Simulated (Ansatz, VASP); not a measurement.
## One calculation of Ga, two programs

The input INCAR:

```
PREC     = Accurate       # precision mode
ENCUT    = 520            # plane-wave cutoff, eV
EDIFF    = 1E-6           # SCF threshold, eV
ISMEAR   = -1             # smearing method
SIGMA    = 0.05           # smearing width, eV
LREAL    = F              # projectors in reciprocal space
LASPH    = T              # aspherical terms in the spheres
NELM     = 60             # most SCF steps
ALGO     = Normal         # electronic algorithm
ISIF     = 2              # what is computed and relaxed
LWAVE    = F              # write WAVECAR
LCHARG   = F              # write CHGCAR
GGA      = PE             # functional
```

KPOINTS

```
Automatic mesh
0
Gamma
  10 10 10
```

The input POSCAR:

```
Ga
1.0
    2.7164800000      0.0000000000      0.0000000000
    0.0000000000      2.7164800000      0.0000000000
    0.0000000000      0.0000000000      2.7164800000
Ga
1
Direct
    0.0000000000      0.0000000000      0.0000000000
```

input.yaml

```yaml
crystal:
  lattice:
    - [2.71648, 0.0, 0.0]
    - [0.0, 2.71648, 0.0]
    - [0.0, 0.0, 2.71648]
  atoms:
    - { symbol: Ga, position: [0.0, 0.0, 0.0] }
hamiltonian:
  xc: pbe
  pseudopotentials: { kind: paw }
kpoints:
  mp_grid: { grid: [10, 10, 10] }
scf:
  occupations: { method: fermi_dirac, width: 0.05 }
output:
  forces: true
  stress: true
  eigenvalues: true
  write_density: true
  write_potential: true
  elf: true
  volumetric_format: npy
```

Change from the starting cell: strain = 0.0.

Alike in both runs: task single point; functional PBE; k mesh 10 × 10 × 10; occupations fermi-dirac, width 0.05 eV; no spin polarisation.

```csv
,VASP,Ansatz
version,VASP 6.6.1,Ansatz 0.2.0
potentials or method,"VASP PAW PBE potentials, release 64 (Ga_d)",Ansatz PAW
plane-wave cutoff (eV),520,420
valence electrons in the cell,13,13
```

Ansatz gave:

```
gap on the k mesh at the Fermi level (eV) : none
pressure (GPa)                            : 0.2
```

**Question.** Which values does VASP return?

**Answer.** gap on the k mesh at the Fermi level (eV): none; pressure (GPa): 0.3.

A gap of «none» marks a metal or a gap that the smearing closes. The functional is the same, so the differences come from potentials, cutoffs and numerics.
